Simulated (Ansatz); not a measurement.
PtS2 in Ansatz: the effect of functional

Crystal: PtS2.

```
CELL_PARAMETERS angstrom
3.47087 0.00000 0.00000
-1.73543 3.00586 0.00000
0.00000 0.00000 4.93594
ATOMIC_POSITIONS crystal
Pt 0.00000 0.00000 0.00000
S 0.66667 0.33333 0.77300
S 0.33333 0.66667 0.22700
```

The cell isn't the ideal one: volume scaled by 0.94.

Alike in all runs:

```yaml
Program: Ansatz 0.2.0
Task: single point
Potentials_or_basis: Ansatz PAW
k_mesh: 9 × 9 × 5
Occupations: fermi-dirac, width 0.05 eV
Spin: no spin polarisation
```

```csv
functional,cutoff,gap on the mesh (eV),pressure (GPa),largest force (eV/Å)
LDA,420 eV (not typed: the program's choice for these potentials),0.96,15.3,1.84
PBE,420 eV (not typed: the program's choice for these potentials),1.08,24.1,2.32
PBEsol,420 eV (not typed: the program's choice for these potentials),?,?,?
r2SCAN,500 eV (not typed: the program's choice for these potentials),1.27,21.9,2.28
```

Task: What does the run with functional PBEsol give?

Result: gap on the mesh 1.01 eV; pressure 18.4 GPa; largest force 2.01 eV/Å.

Caveats: odd divisions of the mesh miss points on the zone boundary, where band edges often lie, so the gap on the mesh can be too wide; spin-orbit coupling is left out, which moves the levels of the heavy elements; forces of over 1 eV/Å show positions far from the minimum, so gaps and moduli don't describe the material at rest; the PAW data sets come from PBE, with cores solved anew for the run's functional, which leaves a small shift of forces and pressure (some runs).

A k mesh can miss the band edges.
